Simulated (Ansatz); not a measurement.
## Strain response of P

The calculation used DFT PBE+D3(BJ), scalar-relativistic, plane waves, PAW in Ansatz 0.2.0. (420 eV cutoff, 10×4×8 k-mesh, Gaussian smearing of 0.10 eV, no spin polarisation)

The relaxed crystal:

```yaml
crystal:
  lattice:
    - [3.32252, 0.00000, 0.00000]
    - [0.00000, 10.19152, 0.00000]
    - [0.00000, 0.00000, 4.16686]
  atoms:
    - { symbol: P, position: [0.00000, 0.89362, 0.92810] }
    - { symbol: P, position: [0.50000, 0.89362, 0.57190] }
    - { symbol: P, position: [0.50000, 0.60638, 0.07190] }
    - { symbol: P, position: [0.00000, 0.60638, 0.42810] }
    - { symbol: P, position: [0.50000, 0.39362, 0.92810] }
    - { symbol: P, position: [0.00000, 0.39362, 0.57190] }
    - { symbol: P, position: [0.00000, 0.10638, 0.07190] }
    - { symbol: P, position: [0.50000, 0.10638, 0.42810] }
```

Deformation: biaxial strain in the a-b plane, with the length and tilt of c and the atoms relaxed, all within the symmetry that the strain leaves. Energies are extrapolated to zero smearing.

**Question.** Give the structure at +6.0 %.

**Answer.**
```yaml
crystal:
  lattice:
    - [3.52188, 0.00000, 0.00000]
    - [0.00000, 10.80301, 0.00000]
    - [0.00000, 0.00000, 3.92930]
  atoms:
    - { symbol: P, position: [0.00000, 0.89875, 0.93487] }
    - { symbol: P, position: [0.50000, 0.89875, 0.56513] }
    - { symbol: P, position: [0.50000, 0.60125, 0.06513] }
    - { symbol: P, position: [0.00000, 0.60125, 0.43487] }
    - { symbol: P, position: [0.50000, 0.39875, 0.93487] }
    - { symbol: P, position: [0.00000, 0.39875, 0.56513] }
    - { symbol: P, position: [0.00000, 0.10125, 0.06513] }
    - { symbol: P, position: [0.50000, 0.10125, 0.43487] }
```
Space group Cmce (64), 37.5 meV/atom over the relaxed crystal.